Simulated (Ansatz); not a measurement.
A run of Ansatz 0.2.0:

input

```
crystal:
  lattice:
    - [2.706034, -2.706655, 0.0]
    - [2.706034, 2.706655, 0.0]
    - [-2.633531, 0.0, 4.796637]
  atoms:
    - { symbol: Ti, position: [0.86589, 0.13411, 0.75] }
    - { symbol: Ti, position: [0.13411, 0.86589, 0.25] }
    - { symbol: O, position: [0.088755, 0.331221, 0.167149] }
    - { symbol: O, position: [0.911245, 0.668779, 0.832851] }
    - { symbol: O, position: [0.668779, 0.911245, 0.332851] }
    - { symbol: O, position: [0.331221, 0.088755, 0.667149] }
hamiltonian:
  xc: hse06
  pseudopotentials: { kind: paw }
kpoints:
  mp_grid: { grid: [6, 6, 4] }
  band_path:
    path:
      - [[0.0, 0.0, 0.0], [-0.4612513445, -0.4612513445, 0.0808612034], [-0.5021272409, -0.5021272409, 0.252610114], [-0.5, -0.5, 0.5], [-0.5794315881, -0.4205684119, 0.5]]
      - [[-0.4205684119, 0.4205684119, 0.5], [0.0, 0.0, 0.5], [-0.4203754482, -0.4203754482, 0.9091122929], [-0.4978727591, -0.4978727591, 0.747389886]]
      - [[-0.5796245518, 0.4203754482, 0.0908877071], [-0.5387486555, 0.4612513445, -0.0808612034], [-0.5, 0.5, 0.0], [0.0, 0.0, 0.0], [-0.5, 0.0, 0.0]]
      - [[-0.5, 0.0, 0.5], [0.0, 0.0, 0.0]]
    npoints: 4
scf:
  occupations: { method: fermi_dirac, width: 0.05 }
  n_extra_bands: 15
output:
  forces: true
  stress: true
  eigenvalues: true
  fatbands: false
  write_density: true
  write_potential: true
  elf: true
  volumetric_format: npy
```

Hardware: 1 × NVIDIA H100 80GB HBM3 with 2 threads of AMD EPYC 7R13 Processor (Zen 3), with other jobs on the host.

Estimate the wall time of this run.

It took 3.1 min on 1 × NVIDIA H100 80GB HBM3 with 2 threads of AMD EPYC 7R13 Processor (Zen 3), on a shared host, peak memory 3 GiB. Counts: scf iterations 16, plane waves 1363, k points 47, bands 39.
